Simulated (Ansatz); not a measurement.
Below is a relaxed structure of Sc5Al. The cell was found from a structure generator's guess, not taken from experiment.

Computed with Ansatz 0.2.0, DFT PBE, scalar-relativistic, plane waves, PAW. Cutoff 420 eV, Γ-centred mesh, Gaussian smearing, no spin polarisation.

```
Sc Al
1.0
     3.25181    0.00000    0.00000
     0.00000    3.25181    0.00000
     0.00000    0.00000   13.04654
Sc Al
5 1
Direct
  0.00000 0.00000 0.64340
  0.50000 0.50000 0.82238
  0.00000 0.00000 0.00000
  0.50000 0.50000 0.17762
  0.00000 0.00000 0.35660
  0.50000 0.50000 0.50000
```

The zero of energy is the elements' standard structures at the same level; no fitted shifts are applied.

Problem. Find its symmetry and describe it.

Solution. P4/mmm (No. 123), with Sc and Al ordered on fcc sites. Conventional cell: a = 3.252 Å, c = 13.047 Å. Around Sc on a site of symmetry 4mm lie 4 Al at 2.96 Å, 8 Sc at 3.25–3.28 Å and 1 Sc at 3.74 Å; around Sc on a second site of symmetry 4mm lie 12 Sc at 3.25–3.28 Å; Sc on a site of symmetry 4/mmm is surrounded by 12 Sc at 3.25–3.26 Å; Al has 8 Sc at 2.96 Å and 4 Al at 3.25 Å.

Problem. What is its formation energy per atom?

Solution. −0.13 eV/atom. It lies below the elements, which doesn't yet make it stable against other compounds or structures.

Problem. Is it a metal?

Solution. Yes, bands cross the Fermi level on the 12×12×4 mesh.

The last run used a 12×12×4 mesh (in the run's order of axes) for its 6-atom cell and Gaussian smearing of 0.10 eV. A later test with randomly moved atoms came back to the same energy, though modes that don't fit the test's cell weren't probed.
